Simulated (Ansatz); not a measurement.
**A trial form of P**

Level of theory: DFT PBE, scalar-relativistic, plane waves, PAW (Ansatz). Cutoff 420 eV, Gaussian smearing, Γ-centred meshes. Cell and atoms relax first on a coarse mesh and then on a finer one. In between, the cell is made exact in the group found at 0.06 Å. In metals the finer mesh still leaves noise of several meV/atom or more. The steps can't lower the symmetry of their start. No spin polarisation.

The cell of P is invented: 4-connected net of one element (P6_222, No. 180). Its size is a rough estimate.

```xyz
9
Lattice="3.3564 0.0000 0.0000 -1.6782 2.9067 0.0000 0.0000 0.0000 11.9406" Properties=species:S:1:pos:R:3 pbc="T T T"
P     0.8391    1.4534    0.7132
P     1.6782    0.0000    8.6736
P    -0.8391    1.4534    4.6934
P     0.8391    1.4534    7.2472
P     1.6782    0.0000    3.2670
P    -0.8391    1.4534   11.2274
P     0.0000    0.0000    5.9703
P     0.0000    0.0000    1.9901
P     0.0000    0.0000    9.9505
```

Energies count from the standard state of P at the same level. The references include black phosphorus.

Task: What does it relax into?

Result: The symmetry stays P6_222 (No. 180). The volume per atom grows by 27.2 %, from 12.9 to 16.5 Å³. The shortest distance goes from 2.11 Å (P–P) to 2.33 Å (P–P). The ratio c/a of the conventional cell changes by a factor of 1.15. The energy falls by about 0.39 eV/atom (the start's value is from the coarse mesh). Conventional cell: a = 3.469 Å, c = 14.222 Å. P on a site of symmetry 2 is surrounded by 4 P at 2.33–2.36 Å; P on a site of symmetry 222 has 4 P at 2.36 Å.

```
P
1.0
     3.46884    0.00000    0.00000
    -1.73442    3.00410    0.00000
     0.00000    0.00000   14.22229
P
9
Direct
  0.50000 0.50000 0.05454
  0.50000 0.00000 0.72121
  0.00000 0.50000 0.38787
  0.50000 0.50000 0.61213
  0.50000 0.00000 0.27879
  0.00000 0.50000 0.94546
  0.00000 0.00000 0.50000
  0.00000 0.00000 0.16667
  0.00000 0.00000 0.83333
```

Task: Give its energy and gap.

Result: The energy over the standard state is +0.36 eV/atom and the gap on the 12×12×4 mesh of the 9-atom cell is 0 eV (a metal).

So it is a metastable form at best.

The last run used Gaussian smearing of 0.10 eV. The reference form of P is held partly by dispersion forces, which this level lacks. A structure relaxed within its symmetry needn't be a true minimum. Another cell of P relaxed alike, in P6_3/mmc, lies 0.35 eV/atom lower, so this cell isn't the stable form at this level.
